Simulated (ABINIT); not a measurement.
AlNi:

```xyz
2
Lattice="1.9387 -1.9532 0.0000 1.9387 1.9532 0.0000 0.0000 0.0000 3.0994" Properties=species:S:1:pos:R:3 pbc="T T T"
Ni    1.9387    0.0000    1.5497
Al    0.0000    0.0000    0.0000
```

The cell comes from a database or a generator and needn't be the stable form of this composition.

| Property | Result |
| --- | --- |
| Program | ABINIT 10.8.3 (patched build) |
| Task | relaxation of cell and atoms |
| Functional | LDA |
| Potentials or basis | JTH PAW LDA v2.0 |
| Cutoff | 1116 eV |
| k mesh | 8 × 8 × 7 |
| Occupations | fermi-dirac, width 0.05 eV |
| Spin | collinear spin, ferromagnetic start |
| Starting moments | [1.0, 0.0] μB |

At the start: pressure -4.6 GPa; volume 11.74 Å³/atom.

Task: How do energy, volume and symmetry change on relaxing?

Result: Over 16 steps the energy falls by 35.4 meV/atom and the volume is 11.39 Å³/atom (-2.9 %); space group Pm-3m (No. 221, to 0.05 Å); moment 0.00 μB per cell.

Step by step:
| step | energy change (eV) | largest force (eV/Å) | pressure (GPa) | volume (Å³) |
| --- | --- | --- | --- | --- |
| 1 | 0.0000 | 0.0000 | -4.60 | 23.47 |
| 2 | -0.0096 | 0.0000 | -2.23 | 23.14 |
| 3 | -0.0177 | 0.0000 | 1.40 | 22.68 |
| 4 | -0.0226 | 0.0000 | 2.43 | 22.55 |
| 5 | 43.5978 | 0.0000 | 958.87 | 12.96 |
| 6 | -0.0258 | 0.0000 | 1.82 | 22.62 |
| 7 | -0.0285 | 0.0000 | 1.33 | 22.68 |
| 8 | -0.0548 | 0.0000 | -5.02 | 23.46 |
| 9 | -0.0575 | 0.0000 | -3.90 | 23.30 |
| 10 | -0.0654 | 0.0000 | -2.04 | 23.05 |
| 11 | -0.0698 | 0.0000 | -0.49 | 22.85 |
| 12 | -0.0702 | 0.0000 | -0.55 | 22.85 |
| 13 | -0.0707 | 0.0000 | -0.42 | 22.84 |
| 14 | -0.0708 | 0.0000 | -0.18 | 22.81 |
| 15 | -0.0708 | 0.0000 | -0.02 | 22.79 |
| 16 | -0.0708 | 0.0000 | 0.00 | 22.79 |

Final structure:
```xyz
2
Lattice="2.0130 -2.0130 0.0000 2.0130 2.0130 0.0000 0.0000 0.0000 2.8119" Properties=species:S:1:pos:R:3 pbc="T T T"
Ni    2.0130    0.0000    1.4059
Al    0.0000    0.0000    0.0000
```

Caveat: small starting moments can end in a higher magnetic state in this program; the atomic spheres overlap.
